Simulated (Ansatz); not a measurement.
# Nickel, dhcp under RPBE: structure, energy and stiffness

What does RPBE give for nickel in the dhcp structure? We relax it, solve it on a dense k-mesh, then scale the cell to 7 volumes from 88 to 112 % of the relaxed one and try a fit of the equation of state. The start is antiferromagnetic (alternate layers). The k-meshes are 14×14×4 for the relaxation; 19×19×5 for the dense run; 16×16×5 for the volumes.

Program: Ansatz 0.2.0. Level of theory: DFT RPBE, plane waves (420 eV) with PAW, scalar-relativistic; the PAW data stem from PBE, with regenerated cores. These are calculated values, not measurements.

**1. Starting point**

It takes space group P6_3/mmc (No. 194, hexagonal). The conventional cell has a = 2.492 Å, b = 2.492 Å, c = 8.138 Å, α = 90.00°, β = 90.00°, γ = 120.00°. Around Ni (site symmetry -3m) lie 12 Ni at 2.49 Å. Ni (site symmetry -6m2) has 12 Ni at 2.49 Å as nearest neighbours.

Coordinates:

```
CELL_PARAMETERS angstrom
2.49176 0.00000 0.00000
-1.24588 2.15792 0.00000
0.00000 0.00000 8.13807
ATOMIC_POSITIONS crystal
Ni 0.00000 0.00000 0.00000
Ni 0.00000 0.00000 0.50000
Ni 0.33333 0.66667 0.25000
Ni 0.66667 0.33333 0.75000
```

Starting moments (μB): +0.8 ×2, -0.8 ×2.

**2. Geometry optimisation**

File input.yaml:

```yaml
crystal:
  lattice:
    - [2.491755966, 0.0, 0.0]
    - [-1.245877983, 2.1579239666, 0.0]
    - [0.0, 0.0, 8.138074985]
  atoms:
    - { symbol: Ni, position: [0.0, 0.0, 0.0], spin: 0.8 }
    - { symbol: Ni, position: [0.0, 0.0, 0.5], spin: 0.8 }
    - { symbol: Ni, position: [0.3333333333, 0.6666666667, 0.25], spin: -0.8 }
    - { symbol: Ni, position: [0.6666666667, 0.3333333333, 0.75], spin: -0.8 }
hamiltonian:
  xc: rpbe
  pseudopotentials:
    kind: paw
    azcp:
      Ni: "pseudopotentials/Ni.paw.azcp"
basis:
  ecutwfc: 420
  fft_grid_basis: typed
kpoints:
  mp_grid: { grid: [14, 14, 4], shift: [0, 0, 0] }
magnetization:
  spin_polarized: true
scf:
  occupations: { method: fermi_dirac, width: 0.05 }
relax:
  max_steps: 60
  f_tol: 0.01
  cell: {}
```

What it wrote:

```text
Warning: RAYON_NUM_THREADS=2 ignored (pool sized by the plan → 2); use --threads N
Engine: ansatz 0.2.0, aarch64-unknown-linux-gnu
Pseudopotentials: kind: paw
Pseudopotential: Ni, paw, valence charge 18, recommended cutoff 420 eV (normal), <dir>
Functional definition: RPBE
  parameter kappa = 0.804
  parameter beta = 0.06672455060314922
  exchange = rpbe_x(kappa = kappa, mu = beta*pi^2/3)
  correlation = pbe_c(beta = beta)
Crystal: 4 atoms, lattice volume = 43.759 Å³
Basis set: ecut = 420 eV, 837 PW (Γ), exchange–correlation on 36×36×120 points (8 copies of the dense FFT grid, shifted against one another)
Bands: 46, of which v1, the nominal top of the filled ones, is band 36 counted from 1 (35 counted from 0)
Symmetry: 24 space group operations
Space group: P63/mmc (ITA 194), of the structure as read, at distance tolerance 3.5e-5 Å
Magnetic group: BNS 194.263 (UNI 1493), of the structure as read, at distance tolerance 3.5e-5 Å
k-points: 72 of 784
Non-local potential: Ni, projectors of the file, l = 0: 3, l = 1: 2, l = 2: 3, l = 3: 1
PAW form: soft (Blöchl's): semilocal exchange-correlation on the pseudo side does not see the compensation charge
PAW frozen core: Ni, regenerated for the run's functional, and the local potential with it (the file was generated under x = pbe(κ = 0.804, μ = 0.2195149727645171), c = pbe(β = 0.06672455060314922))
PAW one-centre angular grid: Ni, 590 points (default); XC on 64 Gauss nodes
Initial density: superposition of atomic densities (chi_scale 0.1, normalization cell)
Starting moments: Σ|m| = 3.2 μB on 4 of 4 sites
Starting magnetic order: compensated ferrimagnet; no operation exchanges its spin sublattices
Initial wavefunctions: pseudopotential atomic-orbital guess
Functional: x = rpbe, c = pbe(β = 0.06672455060314922)
iter 1 solved again at ethr=2.16e-3 eV; its pass at ethr=3.10e-3 eV (dr2=1.55e0 eV) is discarded
SCF iter   1: F=—  HF=-23375.251725 eV  |F-HF|=—  |Δ(HF+E_count)|=         —  Δρ=4.17e-2 (↑4.17e-2 ↓3.83e-2)  dr2=1.56e0  dr2_m=8.52e-2  M=-0.047 μB ∫|m|=2.924 μB  β_m=0.30  ethr=2.16e-3  ⟨swp⟩=1.5  Hψ=29456  notcnv=0
Mixer restart at iter 1: flushing history
preconditioner: auto → Kerker (q_TF=auto, 2.964 Å⁻¹)  [metal: Δε(μ)=0.003 eV  Ē_g=9.393 eV  σ=0.050 eV  W_gap=0.01  n_scr=12 (ndim 8)  ℏωp=35.5 eV  f_vac=0.000  D(μ)=10.93/eV (n_scr^D=226)]
spin=Collinear: Kerker preconditioning applied to the charge; magnetization (m = ρ↑ − ρ↓) channel mixes plain (no charge-response kernel on spin).
SCF iter   2: F=—  HF=-23375.290660 eV  |F-HF|=—  |Δ(HF+E_count)|=   3.89e-2  Δρ=1.73e-2 (↑1.54e-2 ↓1.73e-2)  dr2=6.27e-2  dr2_m=4.72e-2  M=-0.065 μB ∫|m|=2.796 μB  β_m=0.29  ethr=2.16e-3  ⟨swp⟩=2.0  Hψ=10060  notcnv=0
SCF iter   3: F=—  HF=-23377.163459 eV  |F-HF|=—  |Δ(HF+E_count)|=         —  Δρ=1.46e-1 (↑1.27e-1 ↓1.46e-1)  dr2=1.02e-1  dr2_m=7.43e0  M=-2.543 μB ∫|m|=2.678 μB  β_m=0.29  ethr=8.70e-5  ⟨swp⟩=2.0  Hψ=11368  notcnv=0  defer=252
Mixer restart at iter 3: flushing history
SCF iter   4: F=—  HF=-23377.866076 eV  |F-HF|=—  |Δ(HF+E_count)|=   7.03e-1  Δρ=1.18e-1 (↑1.02e-1 ↓1.18e-1)  dr2=1.09e-1  dr2_m=4.82e0  M=-2.693 μB ∫|m|=2.880 μB  β_m=0.54  ethr=8.70e-5  ⟨swp⟩=2.4  Hψ=11248  notcnv=0  defer=252
SCF iter   5: F=—  HF=-23378.926225 eV  |F-HF|=—  |Δ(HF+E_count)|=    1.06e0  Δρ=1.48e-2 (↑1.48e-2 ↓9.29e-3)  dr2=5.66e-2  dr2_m=4.08e-2  M=-2.679 μB ∫|m|=3.064 μB  β_m=0.62  ethr=8.70e-5  ⟨swp⟩=3.0  Hψ=14468  notcnv=0  defer=362
SCF iter   6: F=—  HF=-23378.914296 eV  |F-HF|=—  |Δ(HF+E_count)|=   1.19e-2  Δρ=1.72e-2 (↑1.72e-2 ↓4.64e-3)  dr2=1.37e-1  dr2_m=1.90e-2  M=-2.640 μB ∫|m|=3.022 μB  β_m=0.52  ethr=7.86e-5  ⟨swp⟩=2.5  Hψ=13493  notcnv=0  defer=380
SCF iter   7: F=—  HF=-23378.899850 eV  |F-HF|=—  |Δ(HF+E_count)|=   1.44e-2  Δρ=8.66e-3 (↑8.66e-3 ↓7.17e-3)  dr2=1.53e-2  dr2_m=2.12e-2  M=-2.638 μB ∫|m|=3.018 μB  β_m=0.76  ethr=7.86e-5  ⟨swp⟩=2.1  Hψ=9802  notcnv=0  defer=380
SCF iter   8: F=—  HF=-23378.906583 eV  |F-HF|=—  |Δ(HF+E_count)|=   6.73e-3  Δρ=2.96e-3 (↑2.96e-3 ↓1.74e-3)  dr2=4.70e-3  dr2_m=1.74e-4  M=-2.637 μB ∫|m|=3.038 μB  β_m=0.72  ethr=2.12e-5  ⟨swp⟩=2.0  Hψ=10543  notcnv=0  defer=385
SCF iter   9: F=—  HF=-23378.905465 eV  |F-HF|=—  |Δ(HF+E_count)|=   1.12e-3  Δρ=4.39e-4 (↑4.05e-4 ↓4.39e-4)  dr2=1.14e-4  dr2_m=3.24e-5  M=-2.631 μB ∫|m|=3.033 μB  β_m=0.80  ethr=6.53e-6  ⟨swp⟩=2.0  Hψ=10222  notcnv=0  defer=385
SCF iter  10: F=—  HF=-23378.905528 eV  |F-HF|=—  |Δ(HF+E_count)|=   6.31e-5  Δρ=3.73e-4 (↑3.63e-4 ↓3.73e-4)  dr2=1.64e-4  dr2_m=3.10e-6  M=-2.634 μB ∫|m|=3.036 μB  β_m=0.90  ethr=1.58e-7  ⟨swp⟩=2.6  Hψ=10905  notcnv=0  defer=385
SCF iter  11: F=—  HF=-23378.905539 eV  |F-HF|=—  |Δ(HF+E_count)|=   1.10e-5  Δρ=2.74e-4 (↑2.74e-4 ↓6.30e-5)  dr2=3.77e-5  dr2_m=5.08e-6  M=-2.634 μB ∫|m|=3.037 μB  β_m=0.93  ethr=1.58e-7  ⟨swp⟩=2.1  Hψ=8774  notcnv=0  defer=385
SCF iter  12: F=—  HF=-23378.905536 eV  |F-HF|=—  |Δ(HF+E_count)|=   3.10e-6  Δρ=6.36e-5 (↑6.36e-5 ↓1.69e-5)  dr2=1.74e-6  dr2_m=2.51e-7  M=-2.634 μB ∫|m|=3.038 μB  β_m=0.96  ethr=5.24e-8  ⟨swp⟩=2.3  Hψ=8422  notcnv=0  defer=385
SCF iter  13: F=—  HF=-23378.905536 eV  |F-HF|=—  |Δ(HF+E_count)|=   4.61e-7  Δρ=5.09e-5 (↑5.09e-5 ↓1.04e-5)  dr2=1.23e-6  dr2_m=1.80e-7  M=-2.634 μB ∫|m|=3.038 μB  β_m=0.97  ethr=2.41e-9  ⟨swp⟩=1.1  Hψ=6689  notcnv=0  defer=385
SCF iter  14: F=—  HF=-23378.905536 eV  |F-HF|=—  |Δ(HF+E_count)|=   1.14e-7  Δρ=4.59e-6 (↑4.59e-6 ↓2.88e-6)  dr2=8.76e-9  dr2_m=2.74e-9  M=-2.634 μB ∫|m|=3.038 μB  β_m=0.98  ethr=1.71e-9  ⟨swp⟩=1.6  Hψ=7301  notcnv=0  defer=385
SCF iter  15: F=-23378.905536 eV  HF=-23378.905536 eV  |F-HF|=3.26e-9  |Δ(HF+E_count)|=  2.51e-10  Δρ=2.43e-6 (↑2.43e-6 ↓1.37e-6)  dr2=3.70e-9  dr2_m=1.64e-10  M=-2.634 μB ∫|m|=3.038 μB  ethr=1.22e-11  ⟨swp⟩=1.9  Hψ=19747  notcnv=0
WARN: the starting moments were not kept: 2 of 4 ended reversed and 2 kept their direction, counting a site from 0.1 of the cell's largest site moment. The largest reversed, site 1 (counted from 0, in the order of the report's site_moments_mub), started with +0.8 μB and closes at -7.0e-1 μB in its sphere. The starting moments cancel, and the net magnetisation is 2.7e0 μB in size, over 0.1 of its absolute magnetisation of 3.0e0 μB. The SCF closed on another magnetic arrangement than the starting moments describe; that does not show which of the two is lower. To try another start: change the starting moments (crystal.atoms[].spin, magnetization.per_species, magnetization.initial_magnetization, or on a non-collinear deck that types none of these the spinor_matrix: blocks that start its atoms; where the total moment is fixed, keep their sum and leave initial_magnetization as it is; typed ones take the place of any that the run laid by itself, positive ones on a crystal's lanthanoids without a Hubbard term where scf.initial_density.shell_occupations: [] is typed); see also scf.mixing.spin_hold.
SCF 1 converged in 15 iterations: F = -23378.905536 eV  dr2 = 3.70e-9
relax step   1: F+E_penalty+E_count = -23378.90553588 eV  Δ(F+E_penalty+E_count) = +0.000e0 eV  max|allowed force component| = 1.850e-17 eV/Å  Δτ_max = 0.0000 Å  P = +5.078 GPa  Ω = 43.759 Å³  (15 SCF iters, dr2 threshold 1.00e-7 eV, accepted)
[... 20 lines left out ...]
relax step   2: F+E_penalty+E_count = -23378.91897484 eV  Δ(F+E_penalty+E_count) = -1.344e-2 eV  max|allowed force component| = 1.850e-17 eV/Å  Δτ_max = 0.0000 Å  P = +2.541 GPa  Ω = 44.336 Å³  energy of the carried Pulay correction = -3.045e-4 eV  (11 SCF iters, dr2 threshold 4.00e-7 eV, accepted)
[... 18 lines left out ...]
relax step   3: F+E_penalty+E_count = -23378.92357874 eV  Δ(F+E_penalty+E_count) = -4.604e-3 eV  max|allowed force component| = 9.252e-18 eV/Å  Δτ_max = 0.0000 Å  P = +0.119 GPa  Ω = 44.930 Å³  energy of the carried Pulay correction = -6.137e-4 eV  (12 SCF iters, dr2 threshold 4.00e-7 eV, accepted)
[... 13 lines left out ...]
relax step   4: F+E_penalty+E_count = -23378.92357541 eV  Δ(F+E_penalty+E_count) = +3.331e-6 eV  max|allowed force component| = 1.850e-17 eV/Å  Δτ_max = 0.0000 Å  P = +0.001 GPa  Ω = 44.961 Å³  energy of the carried Pulay correction = -6.294e-4 eV  (8 SCF iters, dr2 threshold 5.98e-8 eV, accepted)
[... 17 lines left out ...]
relax step   5: F+E_penalty+E_count = -23378.92408635 eV  Δ(F+E_penalty+E_count) = -5.109e-4 eV  max|allowed force component| = 9.252e-18 eV/Å  Δτ_max = 0.0000 Å  P = -0.030 GPa  Ω = 44.961 Å³  stress off target by 3.42e-2 GPa  SCF on the basis re-selected at this cell (its energy is not comparable with the rows above)  (13 SCF iters)
basis re-selected at this cell: Δ(F+E_penalty+E_count) = -5.109e-4 eV, ΔP = -0.030 GPa vs the last step (what re-selecting the basis moved, of the pressure what is left beyond the Pulay correction that the steps carried, after the strain that the cell walked since its last selection, with what the two solves' SCF thresholds leave and, on support functions, any second-order correction that the steps lacked; it is no measure of the basis error at this ecutwfc). This SCF's stress stands 3.42e-2 GPa from its target on what of the cell is left free (relax.cell.stress_tol is 5.00e-2 GPa) and its largest allowed force component is 9.25e-18 eV/Å (relax.f_tol is 1.00e-2 eV/Å): within both
SCF converged after 13 iterations
Magnetization: -2.7010 μB (34.6495 up, 37.3505 down)
Absolute magnetization: 3.1225 μB (∫|ρ↑−ρ↓|, with the PAW one-centre terms)
Spin contamination: 0.0365 ħ² per cell (⟨S²⟩ above its minimum at these occupations)
Per-site moments (μB) at R_I (Å): [(-0.714990274260626, 1.036455900512513), (-0.7149902742606263, 1.036455900512513), (-0.7236640419958179, 1.036455900512513), (-0.7236640419958186, 1.036455900512513)]
Free energy (F): -23378.924086 eV
Harris-Foulkes:  -23378.924086 eV  (|F-HF|=2.55e-11)
Internal energy: -23378.860864 eV  (E = F + TS)
E sigma→0 (E₀):  -23378.892475 eV
Entropy (-TS):   -0.063222 eV (-15.806 meV/atom)
Fermi energy:    17.614882 eV
--- Per-component energies (eV) ---
  E_band       = -1177.600167
  E_kinetic    = 1124.772347
  E_local      = -13964.763530  (includes V_loc(G=0)·N_el)
  E_nonlocal   = 2543.262969
  E_hartree    = 5827.962706
  E_xc         = -337.889316
  E_vxc        = -435.095043  (∫ρ·V_xc dr)
  E_paw        = -6541.063232  (= ΣΔE_a)
  E_vpaw       = -2101.704487  (= ΣTr[D̂ρ^β])
  E_aug_tail   = 0.002056  (compensation charges beyond the density's cutoff)
  E_ewald      = -12030.967482
  E_core_change = -0.177381  (= ΣΔE_core)
  E_smearing   = -0.063222  (= −TS)
  E_closure    = -0.000000  (closes the sum)
  Σ components = -23378.924086   (vs F -23378.924086, Δ=0.00e0)
--- Forces (eV/Å), atoms counted from 1 ---
  atom   1  Ni    -0.00000000     0.00000000    -0.00000000
  atom   2  Ni    -0.00000000    -0.00000000     0.00000000
  atom   3  Ni    -0.00000000    -0.00000000     0.00000000
  atom   4  Ni    -0.00000000     0.00000000     0.00000000
  max |Σ_I F_I| component: 4.63e-18 eV/Å
--- Stress (GPa, compression-positive) ---
       -0.034203       0.000000       0.000000
        0.000000      -0.034203       0.000000
        0.000000       0.000000      -0.020109
  P = ⅓ Tr σ = -0.0295 GPa (-0.295 kbar)
--- Relaxed structure (4 steps of the walk, 4 accepted, 1 SCFs on fresh bases) ---
  F+E_penalty+E_count = -23378.92408635 eV   max|allowed force component| = 9.252e-18 eV/Å   (the final SCF, on the basis selected at the relaxed cell)
  cell:  # Å, volume = 44.9606 Å³
    - [2.5126203648788192, 1.4185793988286991e-36, 0.0]
    - [-1.2563101824394096, 2.175993066051183, 0.0]
    - [0.0, 0.0, 8.223321812070838]
  atoms:
    - { symbol: Ni, position: [3.6464279050056863e-35, 4.5554280765478467e-35, -7.703668516130701e-38] }
    - { symbol: Ni, position: [2.65536626118673e-35, 4.183556396829655e-35, 0.5] }
    - { symbol: Ni, position: [0.3333333333333333, 0.6666666666666666, 0.25] }
    - { symbol: Ni, position: [0.6666666666666666, 0.3333333333333333, 0.7499999999999999] }
```

Wall time 50 s (2 threads of Arm Neoverse V2, shared host); peak memory 0.49 GiB.

The walk, from the log:

```tsv
step	energy change (meV/atom)	largest force (eV/Å)	pressure (GPa)	volume (Å³/atom)
1	0.00	0.0000	5.08	10.940
2	-3.36	0.0000	2.54	11.084
3	-4.51	0.0000	0.12	11.233
4	-4.51	0.0000	0.00	11.240
5	-4.64	0.0000	-0.03	11.240
```

Steps that repeat a cell are solved on a basis chosen anew, so their changes of energy are no gain of the relaxation.

The cell of the run, before and after:

|  | before | after | change |
| --- | --- | --- | --- |
| a (Å) | 2.492 | 2.513 | +0.8 % |
| b (Å) | 2.492 | 2.513 | +0.8 % |
| c (Å) | 8.138 | 8.223 | +1.0 % |
| volume (Å³/atom) | 10.940 | 11.240 | +2.7 % |
| shortest distance (Å) | 2.492 | 2.513 | +0.8 % |
| space group (spins left aside) | P6_3/mmc | P6_3/mmc | same |

**3. The energy on a finer k-mesh**

File input.yaml:

```yaml
crystal:
  lattice:
    - [2.5126203649, 0.0, 0.0]
    - [-1.2563101824, 2.1759930661, 0.0]
    - [0.0, 0.0, 8.2233218121]
  atoms:
    - { symbol: Ni, position: [0.0, 0.0, 1.0], spin: -0.715 }
    - { symbol: Ni, position: [0.0, 0.0, 0.5], spin: -0.715 }
    - { symbol: Ni, position: [0.3333333333, 0.6666666667, 0.25], spin: -0.724 }
    - { symbol: Ni, position: [0.6666666667, 0.3333333333, 0.75], spin: -0.724 }
hamiltonian:
  xc: rpbe
  pseudopotentials:
    kind: paw
    azcp:
      Ni: "pseudopotentials/Ni.paw.azcp"
basis:
  ecutwfc: 420
  fft_grid_basis: typed
kpoints:
  mp_grid: { grid: [19, 19, 5], shift: [0, 0, 0] }
magnetization:
  spin_polarized: true
scf:
  occupations: { method: fermi_dirac, width: 0.05 }
```

What it wrote, cut to the lines that bear on the results:

```text
Warning: RAYON_NUM_THREADS=2 ignored (pool sized by the plan → 2); use --threads N
[...]
[... 3 set-up lines as earlier in the session ...]
[...]
Crystal: 4 atoms, lattice volume = 44.961 Å³
Basis set: ecut = 420 eV, 885 PW (Γ)
Bands: 45, of which v1, the nominal top of the filled ones, is band 36 counted from 1 (35 counted from 0)
[... 1 set-up line as earlier in the session ...]
[...]
Magnetization: -2.6458 μB (34.6771 up, 37.3229 down)
Absolute magnetization: 3.0729 μB (∫|ρ↑−ρ↓|, with the PAW one-centre terms)
Spin contamination: 0.0369 ħ² per cell (⟨S²⟩ above its minimum at these occupations)
Per-site moments (μB) at R_I (Å): [(-0.7016380989062716, 1.0364559005285077), (-0.701638098906271, 1.0364559005285077), (-0.7102912683323144, 1.0364559005285077), (-0.7102912683323147, 1.0364559005285077)]
Free energy (F): -23378.930214 eV
[...]
E sigma→0 (E₀):  -23378.899562 eV
Entropy (-TS):   -0.061303 eV (-15.326 meV/atom)
Fermi energy:    17.617991 eV
[...]
```

It took 20 s on 2 threads of Arm Neoverse V2, shared host; peak memory 0.63 GiB.

**4. Equation of state: 88 %**

File input.yaml:

```yaml
crystal:
  lattice:
    - [2.4078038219, 0.0, 0.0]
    - [-1.203901911, 2.0852192771, 0.0]
    - [0.0, 0.0, 7.8802774843]
  atoms:
    - { symbol: Ni, position: [0.0, 0.0, 1.0], spin: -0.702 }
    - { symbol: Ni, position: [0.0, 0.0, 0.5], spin: -0.702 }
    - { symbol: Ni, position: [0.3333333333, 0.6666666667, 0.25], spin: -0.71 }
    - { symbol: Ni, position: [0.6666666667, 0.3333333333, 0.75], spin: -0.71 }
hamiltonian:
  xc: rpbe
  pseudopotentials:
    kind: paw
    azcp:
      Ni: "pseudopotentials/Ni.paw.azcp"
basis:
  ecutwfc: 420
  fft_grid_basis: typed
kpoints:
  mp_grid: { grid: [16, 16, 5], shift: [0, 0, 0] }
magnetization:
  spin_polarized: true
scf:
  occupations: { method: fermi_dirac, width: 0.05 }
  lower_state_search: "off"
output:
  stress: true
```

What it wrote, cut to the lines that bear on the results:

```text
Warning: RAYON_NUM_THREADS=2 ignored (pool sized by the plan → 2); use --threads N
[...]
[... 3 set-up lines as earlier in the session ...]
[...]
Crystal: 4 atoms, lattice volume = 39.565 Å³
Basis set: ecut = 420 eV, 741 PW (Γ)
Bands: 45, of which v1, the nominal top of the filled ones, is band 36 counted from 1 (35 counted from 0)
[... 1 set-up line as earlier in the session ...]
[...]
Per-site moments (μB) at R_I (Å): [(-0.6250937490282237, 0.9932190765350213), (-0.6250937490282236, 0.9932190765350213), (-0.6409459339441822, 0.9932190765350213), (-0.6409459339441822, 0.9932190765350213)]
Free energy (F): -23378.475139 eV
[...]
E sigma→0 (E₀):  -23378.448876 eV
Entropy (-TS):   -0.052526 eV (-13.131 meV/atom)
Fermi energy:    20.620903 eV
[...]
--- Stress (GPa, compression-positive) ---
       30.482073       0.000000       0.000000
        0.000000      30.482073       0.000000
        0.000000       0.000000      31.278750
  P = ⅓ Tr σ = 30.7476 GPa (307.476 kbar)
```

It took 16 s on 2 threads of Arm Neoverse V2, shared host; peak memory 0.46 GiB.

**5. Equation of state: 92 %**

Edit input.yaml of step 4 so:

```diff
@@ -2,5 +2,5 @@
   lattice:
-    - [2.4078038219, 0.0, 0.0]
-    - [-1.203901911, 2.0852192771, 0.0]
-    - [0.0, 0.0, 7.8802774843]
+    - [2.4437464914, 0.0, 0.0]
+    - [-1.2218732457, 2.116346542, 0.0]
+    - [0.0, 0.0, 7.9979109088]
   atoms:
```

What it wrote, cut to the lines that bear on the results:

```text
Warning: RAYON_NUM_THREADS=2 ignored (pool sized by the plan → 2); use --threads N
[...]
[... 3 set-up lines as earlier in the session ...]
[...]
Crystal: 4 atoms, lattice volume = 41.364 Å³
Basis set: ecut = 420 eV, 777 PW (Γ)
Bands: 45, of which v1, the nominal top of the filled ones, is band 36 counted from 1 (35 counted from 0)
[... 1 set-up line as earlier in the session ...]
[...]
Per-site moments (μB) at R_I (Å): [(-0.6389579121062675, 1.0080454277116715), (-0.6389579121062676, 1.0080454277116715), (-0.6541398204251578, 1.0080454277116715), (-0.6541398204251581, 1.0080454277116715)]
Free energy (F): -23378.744986 eV
[...]
E sigma→0 (E₀):  -23378.716834 eV
Entropy (-TS):   -0.056304 eV (-14.076 meV/atom)
Fermi energy:    19.531058 eV
[...]
--- Stress (GPa, compression-positive) ---
       17.621425       0.000000      -0.000000
        0.000000      17.621425       0.000000
       -0.000000       0.000000      18.305703
  P = ⅓ Tr σ = 17.8495 GPa (178.495 kbar)
```

Run time: 16 s. Hardware: 2 threads of Arm Neoverse V2, shared host; peak memory 0.47 GiB.

(Part 1 of 2 ends here.)
